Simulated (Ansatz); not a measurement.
Relaxed AlSb (zinc blende):

```xyz
2
Lattice="0.0000 3.1128 3.1128 3.1128 0.0000 3.1128 3.1128 3.1128 0.0000" Properties=species:S:1:pos:R:3 pbc="T T T"
Sb     4.6691     4.6691     4.6691
Al     0.0000     0.0000     0.0000
```

Scan: atom 1 (Sb, nearest neighbour Al at 2.696 Å; its periodic images, 4.4 Å or more away, move with it) is displaced along Cartesian z, direction (0.000, 0.000, 1.000) in Cartesian axes, by s. The other atoms stay.

These are PBE (plane waves to 420 eV, PAW, scalar-relativistic; Ansatz, a first-principles code) values and carry that method's errors. k mesh 10×10×10 (Γ-centred), Fermi-Dirac smearing 0.05 eV. The energy includes the smearing's −TS. As the smearing reaches across the gap at some points, energies and forces of such displacements shift with the k mesh and the smearing. AlSb was relaxed with its symmetry unable to fall. Spin-orbit coupling is left out, though Sb is heavy. The zero of ΔE is the undisplaced structure. The last digit holds for this mesh only.

| s (Å) | ΔE (meV/cell) |
|---|---|
| -0.540 | 979.3 |
| -0.432 | 652.4 |
| -0.324 | 378.4 |
| -0.216 | 171.8 |
| -0.108 | withheld |
| 0.000 | 0.0 |
| 0.108 | withheld |
| 0.216 | 171.8 |
| 0.324 | 378.4 |
| 0.432 | 652.4 |
| 0.540 | 979.3 |

Task: Fit an even polynomial form (powers 2, 4) to the given rows and predict ΔE at s = -0.108.

Result: Least squares on the 9 given rows: ΔE = (3742)·s² + (-1316)·s⁴, in meV/cell with s in Å; root-mean-square residual 0.08 meV/cell. At -0.108 the fit gives 43.5 meV/cell; the calculation gives 43.5 meV/cell, the same to the digits shown. The quadratic term alone would give 43.6 meV/cell.

(For displaced atoms, the force is minus the slope of the energy, and its curvature is a force constant, which sets phonon frequencies.)
